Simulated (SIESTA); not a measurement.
The system is Zn.

```
Zn
1.0
     0.00000    1.96478    1.96478
     1.96478    0.00000    1.96478
     1.96478    1.96478    0.00000
Zn
1
Direct
  0.00000 0.00000 0.00000
```

This isn't the form of Zn at room conditions, which is hcp.

```yaml
Program: SIESTA 5.4.2
Task: single point
Functional: PBEsol
Potentials_or_basis: PseudoDojo 0.4 standard (PBEsol files)
Basis: DZP (energy shift 0.003 Ry; two zetas on semicore shells)
Grid_cutoff: 800 Ry
Energy_shift: 0.003 Ry
k_mesh: 12 × 12 × 12
Occupations: fermi-dirac, width 0.05 eV
Spin: no spin polarisation
```

On this cell: pressure -7.7 GPa; band gap on the k mesh none (metal or under the smearing width).

The same run follows on a disturbed copy (cell strained at random at fixed volume):

```xyz
1
Lattice="0.0040 2.0046 1.9670 1.9567 -0.0043 1.9753 1.9274 1.9836 0.0249" Properties=species:S:1:pos:R:3 pbc="T T T"
Zn    0.0418   -0.0358   -0.0315
```

Question: What changes?

Answer: The energy (extrapolated to zero smearing) moves by +1.7 meV/atom; pressure -7.6 GPa; band gap on the k mesh none (metal or under the smearing width).

Stress tensor (GPa, compression positive):
```
-7.14 -0.29  0.62
-0.29 -8.45  0.39
 0.62  0.39 -7.32
```

Caveats: short orbitals over semicore shells can move pressures by several GPa; the valence orbitals were made in a potential fitted to the semicore shell under them, which widens gaps by tenths of an eV or more; the basis of atomic orbitals isn't converged, which shifts pressures, moduli and gaps.
